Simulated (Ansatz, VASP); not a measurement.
# One calculation of Mo, two programs

```
Mo
1.0
     1.38649    0.80049    4.92697
    -1.38649    0.80049    4.92697
     0.00000   -1.60098    4.92697
Mo
2
Direct
  0.08650 0.08650 0.08650
  0.91350 0.91350 0.91350
```

Alike in both runs: functional PBE; k mesh 6 × 6 × 6; occupations gaussian, width 0.1 eV; no spin polarisation.

Ansatz relaxed the structure, and its values are those at the end. VASP's run is a single point on that final structure, the one shown.

```csv
,VASP,Ansatz
version,VASP 6.6.1,Ansatz 0.2.0
potentials or method,"VASP PAW PBE potentials, release 64 (Mo_sv)","scalar-relativistic, plane waves, PAW"
plane-wave cutoff (eV),520,420
valence electrons in the cell,28,28
```

VASP gave:

| Item | Value |
| --- | --- |
| gap on the k mesh at the Fermi level (eV) | none |
| pressure (GPa) | 0.3 |
| rms of the force components (eV/Å) | 0.002 |

Problem. Estimate Ansatz's values.

Solution. gap on the k mesh at the Fermi level (eV): none; pressure (GPa): -0.2; rms of the force components (eV/Å): 0.010.

A gap of «none» marks a metal or a gap that the smearing closes.

Caveats: the k mesh is coarse (spacing up to 0.44 Å⁻¹), so the values aren't converged.
